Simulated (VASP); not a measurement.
# SiNi (Pmmn) in VASP: reference runs

How does SiNi come out in PBE? The cell is run as given and disturbed.

All numbers are computed with VASP 6.6.1; they aren't measurements. Logs are shortened: lines on timing, memory, paths and dates and some standing lists are left out, and cuts for length are marked.

### 1 The structure

It takes space group Pmmn (No. 59, orthorhombic). Conventional cell: a = 2.943 Å, b = 3.280 Å, c = 4.677 Å, α = 90.00°, β = 90.00°, γ = 90.00°. Ni (site symmetry mm2) is surrounded by 6 Si at 2.34 to 2.37 Å and 4 Ni at 2.65 Å. Si (site symmetry mm2) is surrounded by 6 Ni at 2.34 to 2.37 Å and 4 Si at 2.65 Å.

The cell is a database's computed one.

### 2 Single point, PBE, collinear spin, ferromagnetic start

INCAR reads:

```
SYSTEM = SiNi
ALGO = Normal ; EDIFF = 1E-7
ENCUT = 520 ; GGA = PE
ISIF = 2 ; ISMEAR = -1
ISPIN = 2 ; LASPH = .True.
LCHARG = .False. ; LMAXMIX = 4
LORBIT = 11 ; LREAL = .False.
LWAVE = .False. ; MAGMOM = 1 1 0 0
NBANDS = 26 ; NELM = 100
PREC = Accurate ; SIGMA = 0.05
```

KPOINTS reads:

```
k-points
0
Gamma
  9 8 6
  0 0 0
```

POSCAR reads:

```
SiNi
1.0
    2.9427706600      0.0000000000      0.0000000000
    0.0000000000      3.2803255400      0.0000000000
    0.0000000000      0.0000000000      4.6774467600
Ni Si
2 2
Direct
    0.5000000000      0.5000000000      0.3424955900
    0.0000000000      0.0000000000      0.6575044100
    0.5000000000      0.5000000000      0.8431431600
    0.0000000000      0.0000000000      0.1568568400
```

Potentials or basis: VASP PAW PBE potentials, release 64 (Ni, Si).

Command:

```
$ cat potpaw_PBE.64/Ni/POTCAR potpaw_PBE.64/Si/POTCAR > POTCAR
$ mpirun -np 1 vasp_std > vasp.out
```

OUTCAR:

```text
SYSTEM = SiNi
   EDIFF = 1E-7
   ENCUT = 520
   GGA = PE
   ISIF = 2
   ISMEAR = -1
   ISPIN = 2
   LASPH = .True.
   LORBIT = 11
   LREAL = .False.
   NELM = 100
   PREC = Accurate

 ion  position               nearest neighbor table
   1  0.500  0.500  0.342-   3 2.34   3 2.34   4 2.37   4 2.37   4 2.37   4 2.37   2 2.65   2 2.65
                             2 2.65   2 2.65
   2  0.000  0.000  0.658-   4 2.34   4 2.34   3 2.37   3 2.37   3 2.37   3 2.37   1 2.65   1 2.65
                             1 2.65   1 2.65
   3  0.500  0.500  0.843-   1 2.34   1 2.34   2 2.37   2 2.37   2 2.37   2 2.37   4 2.65   4 2.65
                             4 2.65   4 2.65
   4  0.000  0.000  0.157-   2 2.34   2 2.34   1 2.37   1 2.37   1 2.37   1 2.37   3 2.65   3 2.65
                             3 2.65   3 2.65

  LATTYP: Found a simple orthorhombic cell.
 ALAT       =     2.9427706600
 B/A-ratio  =     1.1147064855
 C/A-ratio  =     1.5894703667

  Lattice vectors:

 A1 = (   2.9427706600,   0.0000000000,   0.0000000000)
 A2 = (   0.0000000000,   3.2803255400,   0.0000000000)
 A3 = (   0.0000000000,   0.0000000000,   4.6774467600)

Analysis of symmetry for initial positions (statically):
=====================================================================
 Subroutine PRICEL returns:
 Original cell was already a primitive cell.

 Routine SETGRP: Setting up the symmetry group for a
 simple orthorhombic supercell.

 Subroutine GETGRP returns: Found  8 space group operations
 (whereof  4 operations were pure point group operations)
 out of a pool of  8 trial point group operations.

The static configuration has the point symmetry C_2v.
 The point group associated with its full space group is D_2h.

Analysis of symmetry for dynamics (positions and initial velocities):
=====================================================================
 Subroutine PRICEL returns:
 Original cell was already a primitive cell.

 Routine SETGRP: Setting up the symmetry group for a
 simple orthorhombic supercell.

 Subroutine GETGRP returns: Found  8 space group operations
 (whereof  4 operations were pure point group operations)
 out of a pool of  8 trial point group operations.

The dynamic configuration has the point symmetry C_2v.
 The point group associated with its full space group is D_2h.

Analysis of structural, dynamic, and magnetic symmetry:
=====================================================================
 Subroutine PRICEL returns:
 Original cell was already a primitive cell.

 Routine SETGRP: Setting up the symmetry group for a
 simple orthorhombic supercell.

 Subroutine GETGRP returns: Found  8 space group operations
 (whereof  4 operations were pure point group operations)
 out of a pool of  8 trial point group operations.

The overall configuration has the point symmetry C_2v.
 The point group associated with its full space group is D_2h.

 Subroutine INISYM returns: Found  8 space group operations
 (whereof  4 operations are pure point group operations),
 and found     1 'primitive' translations

----------------------------------------------------------------------------------------

                                     Primitive cell

  volume of cell :      45.1525

  direct lattice vectors                    reciprocal lattice vectors
     2.942770660  0.000000000  0.000000000     0.339815812  0.000000000  0.000000000
     0.000000000  3.280325540  0.000000000     0.000000000  0.304847793  0.000000000
     0.000000000  0.000000000  4.677446760     0.000000000  0.000000000  0.213791851

  length of vectors
     2.942770660  3.280325540  4.677446760     0.339815812  0.304847793  0.213791851

  position of ions in fractional coordinates (direct lattice)
     0.500000000  0.500000000  0.342495590
     0.000000000  0.000000000  0.657504410
     0.500000000  0.500000000  0.843143160
     0.000000000  0.000000000  0.156856840

  ion indices of the primitive-cell ions
   primitive index   ion index
                 1           1
                 2           2
                 3           3
                 4           4

[... 30 lines left out ...]
  0.222222  0.000000  0.000000      2.000000
  0.333333  0.000000  0.000000      2.000000
  0.444444  0.000000  0.000000      2.000000
  0.000000  0.125000  0.000000      2.000000
[... 16 lines left out ...]
  0.222222  0.500000  0.000000      2.000000
  0.333333  0.500000  0.000000      2.000000
 [... further k-points ...]
   k-points           NKPTS =    100   k-points in BZ     NKDIM =    100   number of bands    NBANDS=     26
   number of dos      NEDOS =    301   number of ions     NIONS =      4
   total plane-waves  NPLWV =  20736
   dimension x,y,z NGX =    24 NGY =   24 NGZ =   36
   dimension x,y,z NGXF=    48 NGYF=   48 NGZF=   72
   ions per type =               2   2
   NGX,Y,Z   is equivalent  to a cutoff of  13.56, 12.16, 12.80 a.u.
   NGXF,Y,Z  is equivalent  to a cutoff of  27.12, 24.33, 25.59 a.u.
 SYSTEM =  SiNi
   PREC   = accura    normal or accurate (medium, high low for compatibility)
   ISTART =      0    job   : 0-new  1-cont  2-samecut
   ICHARG =      2    charge: 1-file 2-atom 10-const
   ISPIN  =      2    spin polarized calculation?
   LNONCOLLINEAR =      F non collinear calculations
   LSORBIT =      F    spin-orbit coupling
   LASPH  =      T    aspherical Exc in radial PAW
   ENCUT  =  520.0 eV  38.22 Ry    6.18 a.u.   5.47  6.10  8.70*2*pi/ulx,y,z
   NELM   =    100;   NELMIN=  2; NELMDL= -5     # of ELM steps
   EDIFF  = 0.1E-06   stopping-criterion for ELM
   LREAL  =      F    real-space projection
   EDIFFG = 0.1E-05   stopping-criterion for IOM
   NSW    =      0    number of steps for IOM
   IBRION =     -1    ionic relax: 0-MD 1-quasi-New 2-CG
   NFREE  =      0    steps in history (QN), initial steepest desc. (CG)
   ISIF   =      2    stress and relaxation
   ISYM   =      2    0-nonsym 1-usesym 2-fastsym
   POTIM  = 0.5000    time-step for ionic-motion
   TEBEG  =    0.0;   TEEND  =   0.0 temperature during run
   PSTRESS=    0.0 pullay stress
   NELECT =      28.0000    total number of electrons
   NUPDOWN=      -1.0000    fix difference up-down
   EMIN   =  10.00;   EMAX   =-10.00  energy-range for DOS
   EFERMI =   0.00;   METHOD = LEGACY
   ISMEAR =    -1;   SIGMA  =   0.05  broadening in eV -4-tet -1-fermi 0-gaus
   EFERMI_NEDOS =   21; number of points for ismear=-14 and -15
   IALGO  =     38    algorithm
   IMIX   =      4    mixing-type and parameters
     AMIX     =   0.40;   BMIX     =  1.00
     AMIX_MAG =   1.60;   BMIX_MAG =  1.00
  volume/ion in A,a.u.               =      11.29        76.18
  Fermi-wavevector in a.u.,A,eV,Ry     =   1.396047  2.638147 26.517045  1.948948
  Thomas-Fermi vector in A             =   2.519440
   LORBIT       =     11    0 simple, 1 ext, 2 COOP (PROOUT), +10 PAW based schemes
   GGA     = PE    functional components
   LHFCALC =     F    Hartree Fock is set to
   AEXX    =    0.0000 exact exchange contribution
   IVDW    =     0    specifies the selected vdW correction
   LEPSILON=     F    determine dielectric tensor
   LRPA    =     F    only Hartree local field effects (RPA)
 spin polarized calculation
  energy-cutoff  :      520.00
  volume of cell :       45.15
 maximum number of plane-waves:      1232
 NGX is ok and might be reduce to    24
   NGX = 11   NGY = 13   NGZ = 17

 number of electron      28.0000012 magnetization      -0.0001484

 number of electron      28.0000012 magnetization       0.0000195

 Free energy of the ion-electron system (eV)
  ---------------------------------------------------
  ext. energy  EPLUGINS =         0.00000000
  ---------------------------------------------------
  free energy    TOTEN  =       -23.58786682 eV

  energy without entropy =      -23.57964560  energy(sigma->0) =      -23.58375621

 E-fermi :  11.7621     XC(G=0): -12.6094

 val. band max:       11.7047987339   @ k =   0.4444   0.3750   0.5000
 cond. band min:      11.7857854632   @ k =   0.4444   0.5000   0.3333
 fundamental gap:      0.0809867294
 Fermi energy:        11.7620796761

 spin component 1

 k-point     1 :       0.0000    0.0000    0.0000
  band No.  band energies     occupation
      1      -2.3979      1.00000
      2       3.4312      1.00000
      3       5.0760      1.00000
      4       7.4472      1.00000
      5       7.9458      1.00000
      6       8.7522      1.00000
[... 685 lines left out ...]
     25      28.7362      0.00000
     26      28.7362      0.00000

 [... further k-points ...]

 spin component 2

 k-point     1 :       0.0000    0.0000    0.0000
  band No.  band energies     occupation
      1      -2.3979      1.00000
      2       3.4312      1.00000
      3       5.0760      1.00000
      4       7.4472      1.00000
      5       7.9458      1.00000
      6       8.7522      1.00000
[... 685 lines left out ...]
     25      28.7362      0.00000
     26      28.7362      0.00000

 [... further k-points ...]

------------------------ aborting loop because EDIFF is reached ----------------------------------------

  FORCE on cell =-STRESS in cart. coord.  units (eV):
  Direction    XX          YY          ZZ          XY          YZ          ZX
  --------------------------------------------------------------------------------------
  -------------------------------------------------------------------------------------
  Total        1.8491705      1.9896396      1.8730467      0.0000000      0.0000000      0.0000000
  in kB       65.6153326     70.5996896     66.4625453      0.0000000      0.0000000      0.0000000
  external PRESSURE =      67.5591892 kB  Pullay stress =       0.0000000 kB

 VOLUME and BASIS-vectors are now :
 -----------------------------------------------------------------------------
  energy-cutoff  :      520.00
  volume of cell :       45.15
      direct lattice vectors                 reciprocal lattice vectors
     2.942770660  0.000000000  0.000000000     0.339815812  0.000000000  0.000000000
     0.000000000  3.280325540  0.000000000     0.000000000  0.304847793  0.000000000
     0.000000000  0.000000000  4.677446760     0.000000000  0.000000000  0.213791851

 POSITION                                       TOTAL-FORCE (eV/Angst)
 -----------------------------------------------------------------------------------
      1.47139      1.64016      1.60200         0.000000      0.000000      0.063510
      0.00000      0.00000      3.07544         0.000000      0.000000     -0.063510
      1.47139      1.64016      3.94376         0.000000      0.000000      0.023098
      0.00000      0.00000      0.73369         0.000000      0.000000     -0.023098
 -----------------------------------------------------------------------------------
    total drift:                                0.000000      0.000000     -0.000000

  FREE ENERGIE OF THE ION-ELECTRON SYSTEM (eV)
  ---------------------------------------------------
  free  energy   TOTEN  =       -23.5878668176 eV

  energy  without entropy=      -23.5796455976  energy(sigma->0) =      -23.58375621

 total charge

# of ion       s       p       d       tot
------------------------------------------
    1        0.485   0.625   8.479   9.589
    2        0.485   0.625   8.479   9.589
    3        0.748   0.871   0.000   1.619
    4        0.748   0.871   0.000   1.619
--------------------------------------------------
tot          2.465   2.993  16.957  22.416

 magnetization (x)

# of ion       s       p       d       tot
------------------------------------------
    1       -0.000  -0.000  -0.000  -0.000
    2       -0.000  -0.000  -0.000  -0.000
    3       -0.000  -0.000   0.000  -0.000
    4       -0.000  -0.000   0.000  -0.000
--------------------------------------------------
tot         -0.000  -0.000  -0.000  -0.000
```

Run time: 2.4 min. Hardware: 1 thread of Intel Xeon Platinum 8488C (Sapphire Rapids), shared host; peak memory 0.28 GiB.

Results:

```yaml
Free_energy: -23.5879 eV
Pressure: 6.8 GPa
Largest_force: 0.064 eV/Å
Band_gap_on_the_k_mesh: none (metal or under the smearing width)
Net_moment: 0.00 μB per cell
Valence_electrons_inside_the_program's_atomic_spheres: Ni 9.59; Si 1.62
```

Forces in eV/Å, atoms in the order of the input:
```
Ni   0.000  0.000  0.064
Ni   0.000  0.000 -0.064
Si   0.000  0.000  0.023
Si   0.000  0.000 -0.023
```

Stress tensor (GPa, compression positive):
```
6.56 0.00 0.00
0.00 7.06 0.00
0.00 0.00 6.65
```

Levels at points of the mesh, in eV from the Fermi level:
Spin up:
```tsv
k point	band 10	band 11	band 12	band 13	band 14	band 15	band 16	band 17	band 18	band 19
(0.00, 0.00, 0.00)	-2.72	-2.35	-2.04	-2.03	-1.36	1.25	2.74	5.19	5.55	7.29
(0.00, 0.50, 0.00)	-2.79	-2.27	-2.27	-2.22	-2.22	1.17	1.17	5.00	5.00	7.89
(0.00, 0.00, 0.50)	-2.79	-2.71	-2.09	1.09	1.62	2.02	2.42	2.91	3.61	4.54
(0.00, 0.50, 0.50)	-2.58	-2.07	-2.07	-2.05	-2.05	5.24	5.24	5.41	5.41	7.19
```
Spin down:
```tsv
k point	band 12	band 13	band 14	band 15	band 16	band 17
(0.00, 0.00, 0.00)	-2.04	-2.03	-1.36	1.25	2.74	5.19
(0.00, 0.50, 0.00)	-2.27	-2.22	-2.22	1.17	1.17	5.00
(0.00, 0.00, 0.50)	-2.09	1.09	1.62	2.02	2.42	2.91
(0.00, 0.50, 0.50)	-2.07	-2.05	-2.05	5.24	5.24	5.41
```

### 3 Single point, PBE, collinear spin, ferromagnetic start (atoms moved at random, drawn with an rms of 0.05 Å)

INCAR reads:

```
PREC = Accurate ; ENCUT = 520
EDIFF = 1E-7 ; ISMEAR = -1
SIGMA = 0.05 ; LREAL = F
LASPH = T ; NELM = 100
ALGO = Normal ; ISIF = 2
LWAVE = F ; LCHARG = F
ISPIN = 2 ; MAGMOM = 1 1 0 0
LORBIT = 11 ; LMAXMIX = 4
GGA = PE ; NBANDS = 26
```

KPOINTS reads:

```
regular mesh
0
Gamma
  9 8 6
```

POSCAR reads:

```
SiNi
1.0
    2.9427706600      0.0000000000      0.0000000000
    0.0000000000      3.2803255400      0.0000000000
    0.0000000000      0.0000000000      4.6774467600
Ni Si
2 2
Direct
    0.4923060000      0.4990710000      0.3386270000
   -0.0030320000     -0.0088980000      0.6541060000
    0.5011560000      0.5092570000      0.8448520000
   -0.0077360000      0.0014570000      0.1542780000
```

Potentials or basis: VASP PAW PBE potentials, release 64 (Ni, Si).

Command:

```
$ cat potpaw_PBE.64/Ni/POTCAR potpaw_PBE.64/Si/POTCAR > POTCAR
$ mpirun -np 1 vasp_std > vasp.out
```

OUTCAR:

```text
PREC = Accurate
   ENCUT = 520
   EDIFF = 1E-7
   ISMEAR = -1
   LREAL = F
   LASPH = T
   NELM = 100
   ISIF = 2
   ISPIN = 2
   LORBIT = 11
   GGA = PE

 ion  position               nearest neighbor table
   1  0.492  0.499  0.339-   3 2.31   4 2.36   4 2.36   3 2.37   4 2.37   4 2.37   2 2.63   2 2.64
                             2 2.66   2 2.68
   2  0.997  0.991  0.654-   3 2.33   4 2.34   4 2.34   3 2.34   3 2.41   3 2.43   1 2.63   1 2.64
                             1 2.66   1 2.68
   3  0.501  0.509  0.845-   1 2.31   2 2.33   2 2.34   1 2.37   2 2.41   2 2.43   4 2.61   4 2.64
                             4 2.64   4 2.67
[... 1632 lines left out ...]
     0.000000000  3.280325540  0.000000000     0.000000000  0.304847793  0.000000000
     0.000000000  0.000000000  4.677446760     0.000000000  0.000000000  0.213791851

 POSITION                                       TOTAL-FORCE (eV/Angst)
 -----------------------------------------------------------------------------------
      1.44874      1.63712      1.58391         0.051511     -0.022208      0.277281
      2.93385      3.25114      3.05955         0.002953      0.382460      0.016868
      1.47479      1.67053      3.95175        -0.102043     -0.371738     -0.299802
      2.92001      0.00478      0.72163         0.047579      0.011485      0.005654
 -----------------------------------------------------------------------------------
    total drift:                               -0.000252      0.000244     -0.000159

  FREE ENERGIE OF THE ION-ELECTRON SYSTEM (eV)
  ---------------------------------------------------
  free  energy   TOTEN  =       -23.5714665351 eV

  energy  without entropy=      -23.5629667402  energy(sigma->0) =      -23.56721664

 total charge

# of ion       s       p       d       tot
------------------------------------------
    1        0.486   0.627   8.479   9.592
    2        0.482   0.620   8.476   9.579
    3        0.748   0.872   0.000   1.619
    4        0.747   0.875   0.000   1.622
--------------------------------------------------
tot          2.463   2.994  16.956  22.412

 magnetization (x)

# of ion       s       p       d       tot
------------------------------------------
    1       -0.000   0.000  -0.000  -0.000
    2       -0.000   0.000  -0.000  -0.000
    3        0.000   0.000   0.000   0.000
    4        0.000   0.000   0.000   0.000
--------------------------------------------------
tot          0.000   0.000  -0.000  -0.000
```

stdout:

```text
POSCAR found type information on POSCAR NiSi
 POSCAR found :  2 types and       4 ions
 scaLAPACK will be used
 LDA part: xc-table for (Slater+PW92), standard interpolation
 POSCAR, INCAR and KPOINTS ok, starting setup
 FFT: planning ... GRIDC
 FFT: planning ... GRID_SOFT
 FFT: planning ... GRID
 WAVECAR not read
 entering main loop
```

Run time: 4.5 min. Hardware: 1 thread of Intel Xeon Platinum 8488C (Sapphire Rapids), shared host; peak memory 0.44 GiB.

What came out:

| Quantity | Value |
| --- | --- |
| Free energy | -23.5715 eV |
| Pressure | 6.9 GPa |
| Largest force | 0.488 eV/Å |
| Band gap on the k mesh | none (metal or under the smearing width) |
| Net moment | 0.00 μB per cell |
| Valence electrons inside the program's atomic spheres | Ni 9.59, 9.58; Si 1.62 |

Forces on the atoms (eV/Å):
```
Ni   0.052 -0.022  0.277
Ni   0.003  0.382  0.017
Si  -0.102 -0.372 -0.300
Si   0.048  0.011  0.006
```
